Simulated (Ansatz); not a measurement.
# Co2Si: one candidate of a structure search

Aim: relax a trial structure of Co2Si and see where it ends.

Computed with Ansatz 0.2.0 (DFT PBE, scalar-relativistic, plane waves, PAW, unless a step's input says otherwise).

### 1 The structure to begin with

Symmetry: P4/mmm, No. 123, tetragonal system. Conventional cell: a = 3.014 Å, b = 3.014 Å, c = 4.266 Å, α = 90.00°, β = 90.00°, γ = 90.00°. Around Co (site symmetry 4mm) lie 2 Co at 1.82 to 2.45 Å and 4 Si at 2.46 Å. Si (site symmetry 4/mmm) has 8 Co at 2.46 Å as nearest neighbours.

As a file:

```cif
data_structure
_symmetry_space_group_name_H-M 'P4/mmm'
_symmetry_Int_Tables_number 123
_cell_length_a 3.0140
_cell_length_b 3.0140
_cell_length_c 4.2663
_cell_angle_alpha 90.000
_cell_angle_beta 90.000
_cell_angle_gamma 90.000
_cell_volume 38.76
loop_
_atom_site_label
_atom_site_type_symbol
_atom_site_symmetry_multiplicity
_atom_site_Wyckoff_symbol
_atom_site_fract_x
_atom_site_fract_y
_atom_site_fract_z
_atom_site_occupancy
Co1 Co 2 g 0.00000 0.00000 0.78662 1
Si1 Si 1 d 0.50000 0.50000 0.50000 1
```

A structure generator made this guess: random cell by space group and Wyckoff sites (P4/mmm, No. 123). The dimensions are guesses.

### 2 Probe: one point on a coarse mesh

The input, input.yaml:

```yaml
crystal:
  lattice:
    - [3.01398258, 0.0, 0.0]
    - [0.0, 3.01398258, 0.0]
    - [0.0, 0.0, 4.26632043]
  atoms:
    - { symbol: Co, position: [0.0, 0.0, 0.78662339], spin: -3.0 }
    - { symbol: Co, position: [0.0, 0.0, 0.21337661], spin: -3.0 }
    - { symbol: Si, position: [0.5, 0.5, 0.5] }
basis:
  ecutwfc: 420
kpoints:
  mp_grid: { grid: [6, 6, 4] }
hamiltonian:
  xc: pbe
scf:
  occupations: { method: gaussian, width: 0.1 }
  lower_state_search: "off"
output:
  forces: true
  stress: true
  eigenvalues: true
  populations: true
magnetization:
  spin_polarized: true
```

The run is started by

```sh
$ ansatz run input.yaml --threads 1 --pin off --max-ram 2560MiB --backend cpu --events-out ev --progress --plain --runs-dir out
```

The session goes on with these runs: coarse relaxation; full relaxation.

What does the calculation give? Wanted: conventional cell; volume; energy over the elements; gap on the mesh.

**Answer**, as computed:

```
                              quantity                                                                      value
symmetry at the end (tolerance 0.05 Å)                                               space group P4/mmm (No. 123)
                     conventional cell  a = 2.634 Å, b = 2.634 Å, c = 5.041 Å, α = 90.00°, β = 90.00°, γ = 90.00°
                                volume                                                              11.65 Å³/atom
              energy over the elements                                                              -0.04 eV/atom
                       gap on the mesh                                                               none (metal)
```

The space group P4/mmm (No. 123) is kept, and the volume per atom shrinks by 9.8 % from the first guess. The formation energy of this structure is too near zero to say whether it is bound against the elements. No finished test with a distortion of lower symmetry is shown, so the end may be a saddle point. Other magnetic orders were not searched.
